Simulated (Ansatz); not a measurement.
Cd:

```
Cd
1.0
     3.09307    0.00000    0.00000
    -1.54653    2.67868    0.00000
     0.00000    0.00000   10.43074
Cd
4
Cartesian
  1.5465 0.8929 7.8231
  0.0000 0.0000 5.2154
  0.0000 1.7858 2.6077
  0.0000 0.0000 0.0000
```

| Quantity | Value |
| --- | --- |
| Program | Ansatz 0.2.0 |
| Task | single point |
| Functional | PBEsol |
| Potentials or basis | Ansatz PAW |
| Cutoff | 420 eV (not typed: the program's choice for these potentials) |
| k mesh | 10 × 10 × 3 |
| Occupations | fermi-dirac, width 0.05 eV |
| Spin | no spin polarisation |

On this cell: pressure -1.7 GPa; largest force under 0.003 eV/Å; band gap on the k mesh none (metal or under the smearing width).

The same run follows on a disturbed copy (atoms moved at random, drawn with an rms of 0.05 Å):

```
Cd
1.0
     3.09307    0.00000    0.00000
    -1.54653    2.67868    0.00000
     0.00000    0.00000   10.43074
Cd
4
Direct
  0.68274 0.33257 0.74883
  0.01517 0.01453 0.49761
  0.31728 0.66692 0.24821
  0.98562 0.97746 0.99753
```

**Question.** What does the disturbed cell give?

**Answer.** The energy (extrapolated to zero smearing) moves by +0.4 meV/atom; pressure -1.7 GPa; largest force 0.040 eV/Å; band gap on the k mesh none (metal or under the smearing width).

Forces in eV/Å, atoms in the order of the input:
```
Cd  -0.007 -0.004 -0.039
Cd  -0.007 -0.012  0.028
Cd   0.012 -0.003 -0.018
Cd   0.002  0.020  0.030
```

Stress tensor (GPa, compression positive):
```
-1.72  0.24  0.00
 0.24 -1.68  0.01
 0.00  0.01 -1.61
```

Caveats: the PAW data sets come from PBE, with cores solved anew for the run's functional, which leaves a small shift of forces and pressure.
